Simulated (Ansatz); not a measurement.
## How far is PAW off for Si?

```
Si
1.0
     0.00000    2.71547    2.71547
     2.71547    0.00000    2.71547
     2.71547    2.71547    0.00000
Si
2
Cartesian
  2.7155 2.7155 2.7155
  4.0732 4.0732 4.0732
```

Atom numbers follow the list: Si1, Si2.

The cell is a measured one (Crystallography Open Database entry 9011998); the temperature and pressure of the measurement aren't taken into account, and nothing was relaxed.

Levels of theory: DFT, PBE, PAW with Ansatz's default frozen-core files, scalar-relativistic (Ansatz 0.2.0); DFT, PBE, all-electron PAW with datasets made for the crystal, scalar-relativistic (Ansatz 0.2.0); DFT, PBE, all-electron LAPW, scalar-relativistic (Ansatz 0.2.0).

For PAW: a Γ-centred 11×11×11 k mesh, Fermi–Dirac smearing of 0.08 eV, cutoff 420 eV, no spin polarisation. The crystal-made all-electron datasets (AE datasets) take a cutoff of 180 eV at this cell. LAPW targets a basis error of 0.25 meV/atom. The Ansatz runs share mesh, smearing and spin set-up. Plane-wave (PAW) pressures include the program's estimate of the Pulay term.

Stress and pressure are positive in compression.

Levels count from the top of the valence band.

```
                      quantity     PAW  AE datasets    LAPW
                pressure (GPa)    2.01         1.97    1.97
                 band gap (eV)   0.577        0.579   0.579
highest filled level at X (eV)  -2.851       -2.851  -2.851
  lowest empty level at X (eV)   0.709        0.712   0.712
highest filled level at U (eV)  -2.424       -2.425  -2.425
  lowest empty level at U (eV)   1.203        1.206   1.206
highest filled level at Γ (eV)   0.000        0.000   0.000
  lowest empty level at Γ (eV)   2.561        2.562   2.562
```
